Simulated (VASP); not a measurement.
# Sb: single point with PBE

Crystal: Sb.

```
Sb
1.0
     4.52770    0.00000    0.00000
     0.00000    4.42110    0.00000
    -1.32052    0.00000    6.36435
Sb
4
Direct
  0.33993 0.25000 0.68367
  0.93664 0.75000 0.76276
  0.06336 0.25000 0.23724
  0.66007 0.75000 0.31633
```

This isn't the form of Sb at room conditions, which is rhombohedral.

```json
{
 "Program": "VASP 6.6.1",
 "Task": "single point",
 "Functional": "PBE",
 "Potentials or basis": "VASP PAW PBE potentials, release 64 (Sb)",
 "Cutoff": "520 eV",
 "k mesh": "6 × 6 × 4",
 "Occupations": "fermi-dirac, width 0.05 eV",
 "Spin": "no spin polarisation",
 "Further INCAR settings": "ALGO = Normal; EDIFF = 1e-07; NBANDS = 18"
}
```

The pressure is 0.1 GPa and the largest force is 0.145 eV/Å. The band gap on the k mesh is none (metal or under the smearing width).

Forces on the atoms (eV/Å):
```
Sb  -0.009  0.000  0.145
Sb   0.084  0.000  0.042
Sb  -0.084  0.000 -0.042
Sb   0.009  0.000 -0.145
```

Stress tensor (GPa, compression positive):
```
 0.11  0.00  0.39
 0.00 -0.30  0.00
 0.39  0.00  0.57
```

Levels at points of the mesh, in eV from the Fermi level:
| k point | band 8 | band 9 | band 10 | band 11 | band 12 | band 13 |
| --- | --- | --- | --- | --- | --- | --- |
| (0.00, 0.00, 0.00) | -2.13 | -1.38 | -0.14 | 2.02 | 2.69 | 2.93 |
| (0.50, 0.00, 0.00) | -1.09 | -0.91 | -0.69 | 0.27 | 1.10 | 1.28 |
| (0.00, 0.50, 0.00) | -1.41 | -1.10 | -1.10 | 0.42 | 0.42 | 1.32 |
| (0.50, 0.50, 0.00) | -3.50 | -2.29 | -2.29 | 0.85 | 0.85 | 4.99 |
| (0.00, 0.00, 0.50) | -2.12 | -1.74 | -1.57 | 0.66 | 1.86 | 2.17 |
| (0.50, 0.00, 0.50) | -1.04 | -0.87 | -0.70 | -0.34 | 0.75 | 1.07 |
| (0.00, 0.50, 0.50) | -1.62 | -0.85 | -0.85 | 0.13 | 0.13 | 0.96 |
| (0.50, 0.50, 0.50) | -3.82 | -1.27 | -1.27 | 1.94 | 1.94 | 3.56 |

Run time: 78 s on 1 thread of Intel(R) Xeon(R) Platinum 8488C (Sapphire Rapids), on a shared host, peak memory 0.28 GiB.

Spin-orbit coupling is left out, which matters for the levels of Sb.
